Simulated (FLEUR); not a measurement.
# free-standing square Co monolayer, spacing 2.5 A: a ladder in the basis cutoff, part 2 of 3

Two starts of free-standing square Co monolayer, spacing 2.5 A are run at each rung of the basis cutoff. Which rung is enough?

FLEUR MaX-R8.1; PBE; all-electron FLAPW film, Dirac cores, scalar-relativistic bands.

So far, largest spin moment in the muffin-tin sphere (μB): step 2 (rung 1 (Kmax 2.2 1/bohr), start ferro +) 1.21; step 3 (rung 1 (Kmax 2.2 1/bohr), start antiferro q=(1/2,1/2,0) +-) 1.05; step 4 (rung 2 (Kmax 2.75 1/bohr), start ferro +) 1.95.

## (5) Rung 2 (Kmax 2.75 1/bohr), start antiferro q=(1/2,1/2,0) +-

The k list default-1 (kpts.xml, not shown) is a Γ-centred 6×12×1 mesh.

File inp.xml:

```
<?xml version="1.0" encoding="UTF-8" standalone="no"?>
<fleurInput fleurInputVersion="0.39">
   <comment>
      Co
   </comment>
   <calculationSetup>
      <cutoffs Kmax="2.75" Gmax="8.2" GmaxXC="8.2" numbands="0"/>
      <scfLoop itmax="120" minDistance="0.00002" maxIterBroyd="15" imix="Anderson" alpha="0.03" precondParam="0.0" spinf="2.0" sdNocoIR="T"/>
      <coreElectrons ctail="T" frcor="F" kcrel="0" coretail_lmax="0"/>
      <xcFunctional name="pbe" relativisticCorrections="F"/>
      <magnetism jspins="2"/>
      <soc l_soc="F" theta="0.0" phi="0.0" spav="F"/>
      <expertModes spex="0" secvar="F"/>
      <geometryOptimization l_f="F" forcealpha="1.0" forcemix="BFGS" epsdisp="0.00001" epsforce="0.00001"/>
      <ldaU l_linMix="F" mixParam="0.05" spinf="1.0"/>
   </calculationSetup>
   <cell>
      <bzIntegration valenceElectrons="34.0" mode="hist" fermiSmearingEnergy="0.00110248">
         <kPointListSelection listName="default-1"/>
         <xi:include xmlns:xi="http://www.w3.org/2001/XInclude" href="kpts.xml"> </xi:include>
      </bzIntegration>
      <xi:include xmlns:xi="http://www.w3.org/2001/XInclude" href="sym.xml"> </xi:include>
      <filmLattice scale="1.0" dVac="5.28" dTilda="7.78">
         <bravaisMatrixFilm>
            <row-1>    9.4486306229999997     0.0000000000000000</row-1>
            <row-2>    4.7243153114999998     4.7243153114999998</row-2>
         </bravaisMatrixFilm>
         <vacuumEnergyParameters vacuum="1" spinUp="-.25" spinDown="-.25"/>
      </filmLattice>
   </cell>
   <atomSpecies>
      <species name="Cobalt (Co2.000" element="Co" atomicNumber="27">
         <mtSphere radius="2.24" gridPoints="741" logIncrement="0.016"/>
         <atomicCutoffs lmax="6" lnonsphr="4"/>
         <electronConfig flipSpins="F">
            <coreConfig>(1s1/2) (2s1/2) (2p1/2) (2p3/2)</coreConfig>
            <valenceConfig>(3s1/2) (3p1/2) (3p3/2) (4s1/2) (3d3/2) (3d5/2)</valenceConfig>
            <stateOccupation state="(3d3/2)" spinUp="1.5" spinDown="1.3"/>
            <stateOccupation state="(3d5/2)" spinUp="3.0" spinDown="1.2"/>
         </electronConfig>
         <energyParameters s="4" p="4" d="3" f="4"/>
         <lo type="SCLO" l="0" n="3" eDeriv="0"/>
         <lo type="SCLO" l="1" n="3" eDeriv="0"/>
      </species>
      <species name="Cobalt (Co-2.000" element="Co" atomicNumber="27">
         <mtSphere radius="2.24" gridPoints="741" logIncrement="0.016"/>
         <atomicCutoffs lmax="6" lnonsphr="4"/>
         <electronConfig flipSpins="F">
            <coreConfig>(1s1/2) (2s1/2) (2p1/2) (2p3/2)</coreConfig>
            <valenceConfig>(3s1/2) (3p1/2) (3p3/2) (4s1/2) (3d3/2) (3d5/2)</valenceConfig>
            <stateOccupation state="(3d3/2)" spinUp="1.3" spinDown="1.5"/>
            <stateOccupation state="(3d5/2)" spinUp="1.2" spinDown="3.0"/>
         </electronConfig>
         <energyParameters s="4" p="4" d="3" f="4"/>
         <lo type="SCLO" l="0" n="3" eDeriv="0"/>
         <lo type="SCLO" l="1" n="3" eDeriv="0"/>
      </species>
   </atomSpecies>
   <atomGroups>
      <atomGroup species="Cobalt (Co2.000">
         <filmPos label="                   1">.0000000000 .0000000000 .0000000000</filmPos>
         <force calculate="T" relaxXYZ="TTT"/>
      </atomGroup>
      <atomGroup species="Cobalt (Co-2.000">
         <filmPos label="                   2">1.000/2.000 .0000000000 .0000000000</filmPos>
         <force calculate="T" relaxXYZ="TTT"/>
      </atomGroup>
   </atomGroups>
   <output dos="F" band="F" slice="F">
      <bandDOS minEnergy="-.5*Htr" maxEnergy="0.5*Htr" sigma="0.015" storeEVData="T"/>
      <plotting iplot="0" polar="F">
         <plot TwoD="T" vec1="  1.0  0.0  0.0" vec2="  0.0  1.0  0.0" vec3="  0.0  0.0  1.0" zero="  0.0  0.0 -0.5" file="plot"/>
      </plotting>
      <moessbauerParams electricFieldGradient="F" isomerShift="F" coreHyperfine="F" valenceHyperfine="F"/>
   </output>
</fleurInput>
```

File crystal.txt:

```
Co
&input film=T cartesian=F /
5.00000000000  0.00000000000  0.00000000000
2.50000000000  2.50000000000  0.00000000000
0.00000000000  0.00000000000  1.00000000000
1.8897261246
1.0 1.0 1.0

2
27 0.00000000000  0.00000000000  0.00000000000 : 2.000
27 0.50000000000  0.00000000000  0.00000000000 : -2.000

&kpt div1=6 div2=12 div3=1 gamma=T /
```

Launch:

```bash
$ OMP_NUM_THREADS=1 inpgen -f crystal.txt > inpgen.log  # inp.xml is then edited as shown
$ OMP_NUM_THREADS=1 mpirun -n 2 fleur_MPI > fleur.log
```

Log:

```text
[banner, memory and clock lines left out]
Welcome to FLEUR        (www.flapw.de)
      MaX-Release 8.1          (www.max-centre.eu)

 ========== k-point set info ==========
 Selected k-point list: default-1
 k-point list type: mesh
 0 x 0 x 0
 Number of k points: 26

 [... set-up left out ...]
 Iteration:     1   Distance:      14.71949983 me/bohr^3
 Iteration:     2   Distance:      14.32947511 me/bohr^3
 Iteration:     3   Distance:      13.80629950 me/bohr^3
 Iteration:     4   Distance:      12.72340416 me/bohr^3
 Iteration:     5   Distance:       8.75059635 me/bohr^3
[...]
<sumOfEigenvalues value="    -1633.5030351195">
               <coreElectrons value="-1586.2648031863"/>
               <valenceElectrons value="-47.2382319331"/>
            </sumOfEigenvalues>
         [... left out ...]
            <freeEnergy value="-2786.5783137702"/>
            <extrapolationTo0K value="-2786.5778932095"/>
         </totalEnergy>
         <densityConvergence units="me/bohr^3">
            <chargeDensity spin="1" distance="0.0000107335"/>
            <chargeDensity spin="2" distance="0.0000117101"/>
            <overallChargeDensity distance="0.0000115946"/>
            <spinDensity distance="0.0000192414"/>
         </densityConvergence>
      </iteration>
```

Wall time 40 s (2 MPI ranks of Arm Neoverse V1, shared host); peak memory 0.15 GiB; 80 s of CPU time.

This step gave:

```yaml
free_energy: -75826.6588 eV
program_s_band_gap_on_this_mesh_in_a_metal_only_a_level_spacing: 7.59e-7 eV
magnetization: 0 μB
final_state: antiferromagnetic
largest_moment: 1.563 μB
```

This start lies +338.2 meV a seeded atom from the first, a change of +368.6 meV since rung 1; its largest moment is 1.56 μB.

## (6) Rung 3 (Kmax 3.29 1/bohr), start ferro +

The k list default-1 (kpts.xml, not shown) is a Γ-centred 12×12×1 mesh.

inp.xml: that of step 5 with these lines changed.

```diff
@@ -6,3 +6,3 @@
    <calculationSetup>
-      <cutoffs Kmax="2.75" Gmax="8.2" GmaxXC="8.2" numbands="0"/>
+      <cutoffs Kmax="3.29" Gmax="9.9" GmaxXC="9.9" numbands="0"/>
       <scfLoop itmax="120" minDistance="0.00002" maxIterBroyd="15" imix="Anderson" alpha="0.03" precondParam="0.0" spinf="2.0" sdNocoIR="T"/>
@@ -17,3 +17,3 @@
    <cell>
-      <bzIntegration valenceElectrons="34.0" mode="hist" fermiSmearingEnergy="0.00110248">
+      <bzIntegration valenceElectrons="17.0" mode="hist" fermiSmearingEnergy="0.00110248">
          <kPointListSelection listName="default-1"/>
@@ -24,4 +24,4 @@
          <bravaisMatrixFilm>
-            <row-1>    9.4486306229999997     0.0000000000000000</row-1>
-            <row-2>    4.7243153114999998     4.7243153114999998</row-2>
+            <row-1>    4.7243153114999998     0.0000000000000000</row-1>
+            <row-2>    0.0000000000000000     4.7243153114999998</row-2>
          </bravaisMatrixFilm>
@@ -44,15 +44,2 @@
       </species>
-      <species name="Cobalt (Co-2.000" element="Co" atomicNumber="27">
-         <mtSphere radius="2.24" gridPoints="741" logIncrement="0.016"/>
-         <atomicCutoffs lmax="6" lnonsphr="4"/>
-         <electronConfig flipSpins="F">
-            <coreConfig>(1s1/2) (2s1/2) (2p1/2) (2p3/2)</coreConfig>
-            <valenceConfig>(3s1/2) (3p1/2) (3p3/2) (4s1/2) (3d3/2) (3d5/2)</valenceConfig>
-            <stateOccupation state="(3d3/2)" spinUp="1.3" spinDown="1.5"/>
-            <stateOccupation state="(3d5/2)" spinUp="1.2" spinDown="3.0"/>
-         </electronConfig>
-         <energyParameters s="4" p="4" d="3" f="4"/>
-         <lo type="SCLO" l="0" n="3" eDeriv="0"/>
-         <lo type="SCLO" l="1" n="3" eDeriv="0"/>
-      </species>
    </atomSpecies>
@@ -61,6 +48,2 @@
          <filmPos label="                   1">.0000000000 .0000000000 .0000000000</filmPos>
-         <force calculate="T" relaxXYZ="TTT"/>
-      </atomGroup>
-      <atomGroup species="Cobalt (Co-2.000">
-         <filmPos label="                   2">1.000/2.000 .0000000000 .0000000000</filmPos>
          <force calculate="T" relaxXYZ="TTT"/>
```

File crystal.txt:

```
Co
&input film=T cartesian=F /
2.50000000000  0.00000000000  0.00000000000
0.00000000000  2.50000000000  0.00000000000
0.00000000000  0.00000000000  1.00000000000
1.8897261246
1.0 1.0 1.0

1
27 0.00000000000  0.00000000000  0.00000000000 : 2.000

&kpt div1=12 div2=12 div3=1 gamma=T /
```

Log:

```text
[banner, memory and clock lines left out]
Welcome to FLEUR        (www.flapw.de)
      MaX-Release 8.1          (www.max-centre.eu)

 ========== k-point set info ==========
 Selected k-point list: default-1
 k-point list type: mesh
 12 x 12 x 1
 Number of k points: 28

 [... set-up left out ...]
 Iteration:     1   Distance:      14.92268391 me/bohr^3
 Iteration:     2   Distance:      12.75914464 me/bohr^3
 Iteration:     3   Distance:       7.43912668 me/bohr^3
 Iteration:     4   Distance:       7.00024603 me/bohr^3
 Iteration:     5   Distance:       3.59228651 me/bohr^3
[...]
<sumOfEigenvalues value="     -816.2015712429">
               <coreElectrons value="-792.7913037798"/>
               <valenceElectrons value="-23.4102674631"/>
            </sumOfEigenvalues>
         [... left out ...]
            <freeEnergy value="-1393.3918315965"/>
            <extrapolationTo0K value="-1393.3917466817"/>
         </totalEnergy>
         <densityConvergence units="me/bohr^3">
            <chargeDensity spin="1" distance="0.0000030833"/>
            <chargeDensity spin="2" distance="0.0000026206"/>
            <overallChargeDensity distance="0.0000038873"/>
            <spinDensity distance="0.0000041997"/>
         </densityConvergence>
      </iteration>
```

Run time: 12 s. Hardware: 2 MPI ranks; peak memory 0.09 GiB.

This step gave:

```
free energy                                                       : -37916.1233 eV
program's band gap on this mesh (in a metal only a level spacing) : 2.71e-4 eV
magnetization                                                     : 1.965 μB
final state                                                       : ferromagnetic
largest moment                                                    : 2.036 μB
```

The largest moment moves by +0.08 μB from rung 2, at 0.66 times its CPU time.

## (7) Rung 3 (Kmax 3.29 1/bohr), start antiferro q=(1/2,1/2,0) +-

The k list default-1 (kpts.xml, not shown) is a Γ-centred 6×12×1 mesh.

inp.xml: that of step 6 with these lines changed.

```diff
@@ -17,3 +17,3 @@
    <cell>
-      <bzIntegration valenceElectrons="17.0" mode="hist" fermiSmearingEnergy="0.00110248">
+      <bzIntegration valenceElectrons="34.0" mode="hist" fermiSmearingEnergy="0.00110248">
          <kPointListSelection listName="default-1"/>
@@ -24,4 +24,4 @@
          <bravaisMatrixFilm>
-            <row-1>    4.7243153114999998     0.0000000000000000</row-1>
-            <row-2>    0.0000000000000000     4.7243153114999998</row-2>
+            <row-1>    9.4486306229999997     0.0000000000000000</row-1>
+            <row-2>    4.7243153114999998     4.7243153114999998</row-2>
          </bravaisMatrixFilm>
@@ -44,2 +44,15 @@
       </species>
+      <species name="Cobalt (Co-2.000" element="Co" atomicNumber="27">
+         <mtSphere radius="2.24" gridPoints="741" logIncrement="0.016"/>
+         <atomicCutoffs lmax="6" lnonsphr="4"/>
+         <electronConfig flipSpins="F">
+            <coreConfig>(1s1/2) (2s1/2) (2p1/2) (2p3/2)</coreConfig>
+            <valenceConfig>(3s1/2) (3p1/2) (3p3/2) (4s1/2) (3d3/2) (3d5/2)</valenceConfig>
+            <stateOccupation state="(3d3/2)" spinUp="1.3" spinDown="1.5"/>
+            <stateOccupation state="(3d5/2)" spinUp="1.2" spinDown="3.0"/>
+         </electronConfig>
+         <energyParameters s="4" p="4" d="3" f="4"/>
+         <lo type="SCLO" l="0" n="3" eDeriv="0"/>
+         <lo type="SCLO" l="1" n="3" eDeriv="0"/>
+      </species>
    </atomSpecies>
@@ -48,2 +61,6 @@
          <filmPos label="                   1">.0000000000 .0000000000 .0000000000</filmPos>
+         <force calculate="T" relaxXYZ="TTT"/>
+      </atomGroup>
+      <atomGroup species="Cobalt (Co-2.000">
+         <filmPos label="                   2">1.000/2.000 .0000000000 .0000000000</filmPos>
          <force calculate="T" relaxXYZ="TTT"/>
```

File crystal.txt:

```
Co
&input film=T cartesian=F /
5.00000000000  0.00000000000  0.00000000000
2.50000000000  2.50000000000  0.00000000000
0.00000000000  0.00000000000  1.00000000000
1.8897261246
1.0 1.0 1.0

2
27 0.00000000000  0.00000000000  0.00000000000 : 2.000
27 0.50000000000  0.00000000000  0.00000000000 : -2.000

&kpt div1=6 div2=12 div3=1 gamma=T /
```

Log:

```text
[banner, memory and clock lines left out]
Welcome to FLEUR        (www.flapw.de)
      MaX-Release 8.1          (www.max-centre.eu)

 ========== k-point set info ==========
 Selected k-point list: default-1
 k-point list type: mesh
 0 x 0 x 0
 Number of k points: 26

 [... set-up left out ...]
 Iteration:     1   Distance:      21.39623852 me/bohr^3
 Iteration:     2   Distance:      18.49749093 me/bohr^3
 Iteration:     3   Distance:       9.10427211 me/bohr^3
 Iteration:     4   Distance:      10.57306790 me/bohr^3
 Iteration:     5   Distance:      10.27276037 me/bohr^3
[...]
<sumOfEigenvalues value="    -1631.6248849330">
               <coreElectrons value="-1585.2798166381"/>
               <valenceElectrons value="-46.3450682949"/>
            </sumOfEigenvalues>
         [... left out ...]
            <freeEnergy value="-2786.7558776492"/>
            <extrapolationTo0K value="-2786.7555764862"/>
         </totalEnergy>
         <densityConvergence units="me/bohr^3">
            <chargeDensity spin="1" distance="0.0000033584"/>
            <chargeDensity spin="2" distance="0.0000034636"/>
            <overallChargeDensity distance="0.0000032512"/>
            <spinDensity distance="0.0000059983"/>
         </densityConvergence>
      </iteration>
```

Run time: 55 s. Hardware: 2 MPI ranks; peak memory 0.17 GiB.

This step gave:

```yaml
free_energy: -75831.4906 eV
program_s_band_gap_on_this_mesh_in_a_metal_only_a_level_spacing: 0.005635 eV
magnetization: 0 μB
final_state: antiferromagnetic
largest_moment: 1.785 μB
```

This start lies +378.0 meV a seeded atom from the first, a change of +39.8 meV since rung 2; its largest moment is 1.78 μB.

## (8) Rung 4 (Kmax 3.84 1/bohr), start ferro +

The k list default-1 (kpts.xml, not shown) is a Γ-centred 12×12×1 mesh.

inp.xml: that of step 7 with these lines changed.

```diff
@@ -6,3 +6,3 @@
    <calculationSetup>
-      <cutoffs Kmax="3.29" Gmax="9.9" GmaxXC="9.9" numbands="0"/>
+      <cutoffs Kmax="3.84" Gmax="11.5" GmaxXC="11.5" numbands="0"/>
       <scfLoop itmax="120" minDistance="0.00002" maxIterBroyd="15" imix="Anderson" alpha="0.03" precondParam="0.0" spinf="2.0" sdNocoIR="T"/>
@@ -17,3 +17,3 @@
    <cell>
-      <bzIntegration valenceElectrons="34.0" mode="hist" fermiSmearingEnergy="0.00110248">
+      <bzIntegration valenceElectrons="17.0" mode="hist" fermiSmearingEnergy="0.00110248">
          <kPointListSelection listName="default-1"/>
@@ -24,4 +24,4 @@
          <bravaisMatrixFilm>
-            <row-1>    9.4486306229999997     0.0000000000000000</row-1>
-            <row-2>    4.7243153114999998     4.7243153114999998</row-2>
+            <row-1>    4.7243153114999998     0.0000000000000000</row-1>
+            <row-2>    0.0000000000000000     4.7243153114999998</row-2>
          </bravaisMatrixFilm>
@@ -44,15 +44,2 @@
       </species>
-      <species name="Cobalt (Co-2.000" element="Co" atomicNumber="27">
-         <mtSphere radius="2.24" gridPoints="741" logIncrement="0.016"/>
-         <atomicCutoffs lmax="6" lnonsphr="4"/>
-         <electronConfig flipSpins="F">
-            <coreConfig>(1s1/2) (2s1/2) (2p1/2) (2p3/2)</coreConfig>
-            <valenceConfig>(3s1/2) (3p1/2) (3p3/2) (4s1/2) (3d3/2) (3d5/2)</valenceConfig>
-            <stateOccupation state="(3d3/2)" spinUp="1.3" spinDown="1.5"/>
-            <stateOccupation state="(3d5/2)" spinUp="1.2" spinDown="3.0"/>
-         </electronConfig>
-         <energyParameters s="4" p="4" d="3" f="4"/>
-         <lo type="SCLO" l="0" n="3" eDeriv="0"/>
-         <lo type="SCLO" l="1" n="3" eDeriv="0"/>
-      </species>
    </atomSpecies>
@@ -61,6 +48,2 @@
          <filmPos label="                   1">.0000000000 .0000000000 .0000000000</filmPos>
-         <force calculate="T" relaxXYZ="TTT"/>
-      </atomGroup>
-      <atomGroup species="Cobalt (Co-2.000">
-         <filmPos label="                   2">1.000/2.000 .0000000000 .0000000000</filmPos>
          <force calculate="T" relaxXYZ="TTT"/>
```

File crystal.txt:

```
Co
&input film=T cartesian=F /
2.50000000000  0.00000000000  0.00000000000
0.00000000000  2.50000000000  0.00000000000
0.00000000000  0.00000000000  1.00000000000
1.8897261246
1.0 1.0 1.0

1
27 0.00000000000  0.00000000000  0.00000000000 : 2.000

&kpt div1=12 div2=12 div3=1 gamma=T /
```

Log:

```text
[banner, memory and clock lines left out]
Welcome to FLEUR        (www.flapw.de)
      MaX-Release 8.1          (www.max-centre.eu)

 ========== k-point set info ==========
 Selected k-point list: default-1
 k-point list type: mesh
 12 x 12 x 1
 Number of k points: 28

 [... set-up left out ...]
 Iteration:     1   Distance:      17.29433696 me/bohr^3
 Iteration:     2   Distance:      14.58804457 me/bohr^3
 Iteration:     3   Distance:       7.90379086 me/bohr^3
 Iteration:     4   Distance:       7.40683566 me/bohr^3
 Iteration:     5   Distance:       3.62841956 me/bohr^3
[...]
<sumOfEigenvalues value="     -816.1091896648">
               <coreElectrons value="-792.7296611330"/>
               <valenceElectrons value="-23.3795285317"/>
            </sumOfEigenvalues>
         [... left out ...]
            <freeEnergy value="-1393.4028377028"/>
            <extrapolationTo0K value="-1393.4027407830"/>
         </totalEnergy>
         <densityConvergence units="me/bohr^3">
            <chargeDensity spin="1" distance="0.0000030818"/>
            <chargeDensity spin="2" distance="0.0000052323"/>
            <overallChargeDensity distance="0.0000058040"/>
            <spinDensity distance="0.0000063296"/>
         </densityConvergence>
      </iteration>
```

Wall time 16 s (2 MPI ranks); peak memory 0.11 GiB; 32 s of CPU time.

Numbers from this step:

```
free energy                                                       : -37916.4228 eV
program's band gap on this mesh (in a metal only a level spacing) : 0.05031 eV
magnetization                                                     : 1.991 μB
final state                                                       : ferromagnetic
largest moment                                                    : 2.065 μB
```

The largest moment moves by +0.03 μB from rung 3, at 1.4 times its CPU time.

(Part 2 of 3 ends here.)

[Logs and program files are shortened in this print: banners, set-up blocks, solver, clock and traceback lines can be left out without a mark of their own.]

[Logs are printed without paths, hosts, clocks, repeated set-up lines and the standing remarks that a program may print on its own settings, such as how far it seeks lower states.]

[Hosts, paths, dates, database ids (printed as entryN), source tags and the programs' standing remarks are cut or masked in the printed files.]

[Where a cell is said to come from a database of computed structures, the database is the Materials Project.]
